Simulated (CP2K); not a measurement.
**MgO under changes of volume**

One of the cells (9.221 Å³/atom); the others are scaled copies at fixed shape and fractional positions:

```xyz
2
Lattice="2.9656 0.0000 0.0000 1.4828 2.5683 0.0000 1.4828 0.8561 2.4214" Properties=species:S:1:pos:R:3 pbc="T T T"
Mg    0.0000    0.0000    0.0000
O     2.9656    1.7122    1.2107
```

The cell is a database's computed one.

| Quantity | Value |
| --- | --- |
| Program | CP2K 2026.2 |
| Functional | PBE |
| Potentials or basis | POTENTIAL_UZH Mg GTH-PBE-q10, O GTH-PBE-q6; TZVP-MOLOPT-PBE-GTH basis |
| Density cutoff | 19048 eV |
| k mesh | 11 × 11 × 11 |
| Occupations | fermi-dirac, width 0.05 eV |
| Spin | no spin polarisation |

| volume (Å³/atom) | energy over the lowest point (meV/atom) | pressure (GPa) | gap on the mesh (eV) |
| --- | --- | --- | --- |
| 8.668 | 79.32 | 24.3 | 5.45 |
| 8.853 | 54.19 | 19.4 | 5.23 |
| 9.037 | 34.45 | 15.0 | 5.02 |
| 9.221 | ? | ? | ? |
| 9.406 | 9.15 | 7.3 | 4.63 |
| 9.590 | 2.75 | 3.9 | 4.45 |
| 9.775 | 0.00 | 0.9 | 4.27 |

Task: What does the run at 9.221 Å³/atom give?

Result: Energy over the lowest point 19.58 meV/atom; pressure 10.9 GPa; gap on the mesh 4.82 eV.

Worked out: A Birch-Murnaghan fit of order 3 (a polynomial in V^(-2/3)) to the other rows has its minimum at 9.83 Å³/atom, just outside them, with B0 = V·E''(V) = 151 GPa and B' = 3.9. It gives 19.63 meV/atom at 9.221 Å³/atom, against the run's 19.58, and -dE/dV = 10.9 GPa, against 10.9. A straight line through the other rows of the gap, of slope -9.8 eV per unit of ln V (its deformation potential), gives 4.83 eV, against the run's 4.82.

Energies are extrapolated to zero smearing.

Caveats: the basis of atomic orbitals isn't converged, which shifts pressures, moduli and gaps.
